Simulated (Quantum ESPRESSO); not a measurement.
**CuO under changes of volume**

One of the cells (12.473 Å³/atom); the others are scaled copies at fixed shape and fractional positions:

```
Cu O
1.0
     3.42205    0.00000    0.00000
     0.00000    3.42205    0.00000
     0.00000    0.00000    4.26046
Cu O
2 2
Direct
  0.00000 0.50000 0.00000
  0.50000 0.00000 0.50000
  0.00000 0.00000 0.25000
  0.00000 0.00000 0.75000
```

Measurements of this composition are mostly on another form, of space group No. 15.

* Program: Quantum ESPRESSO 7.5
* Functional: PBEsol
* Potentials or basis: GBRV 1.5 PBEsol
* Cutoff: 762 eV
* Density cutoff: 6095 eV
* k mesh: 7 × 7 × 5
* Occupations: fermi-dirac, width 0.05 eV
* Spin: no spin polarisation

```tsv
volume (Å³/atom)	energy over the lowest point (meV/atom)	pressure (GPa)
11.725	0.00	-1.1
11.974	3.51	-4.0
12.224	11.19	-6.5
12.473	22.59	-8.8
12.722	?	?
12.972	54.74	-12.4
13.221	74.82	-14.0
```

**Question.** What does the run at 12.722 Å³/atom give?

**Answer.** Energy over the lowest point 37.21 meV/atom; pressure -10.8 GPa.

Worked out: A Birch-Murnaghan fit of order 3 (a polynomial in V^(-2/3)) to the other rows has its minimum at 11.66 Å³/atom, just outside them, with B0 = V·E''(V) = 146 GPa and B' = 4.7 at fixed shape and positions, which overstates the stiffness. It gives 37.18 meV/atom at 12.722 Å³/atom, against the run's 37.21, and -dE/dV = -10.4 GPa, against -10.8.

Energies are extrapolated to zero smearing.

Caveats: the run has no spin polarisation, though such a crystal can be magnetic.
